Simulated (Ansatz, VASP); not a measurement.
## One calculation of Ca2Se, two programs

```
CELL_PARAMETERS angstrom
4.11121 0.00000 0.00000
-2.05560 3.56041 0.00000
0.00000 0.00000 6.78643
ATOMIC_POSITIONS crystal
Ca 0.66667 0.33333 0.73999
Ca 0.33333 0.66667 0.26001
Se 0.00000 0.00000 0.00000
```

Change from the starting cell: species swapped into the VSe2 type (P-3m1, No. 164).

Alike in both runs: functional PBE; k mesh 12 × 12 × 8; occupations gaussian, width 0.1 eV; no spin polarisation.

Ansatz relaxed the structure, and its values are those at the end. VASP's run is a single point on that final structure, the one shown.

|  | VASP | Ansatz |
| --- | --- | --- |
| version | VASP 6.6.1 | Ansatz 0.2.0 |
| potentials or method | VASP PAW PBE potentials, release 64 (Ca_sv, Se) | scalar-relativistic, plane waves, PAW |
| plane-wave cutoff (eV) | 520 | 420 |
| valence electrons in the cell | 26 | 36 |

|  | VASP | Ansatz | Ansatz less VASP |
| --- | --- | --- | --- |
| gap on the k mesh at the Fermi level (eV) | none | none | - |
| pressure (GPa) | 0.1 | 0.0 | -0.09 |
| rms of the force components (eV/Å) | 0.007 | 0.000 | -0.0070 |

A gap of «none» marks a metal or a gap that the smearing closes. The functional is the same, so the differences come from potentials, cutoffs and numerics. The two sets of potentials don't hold the same shells in valence.
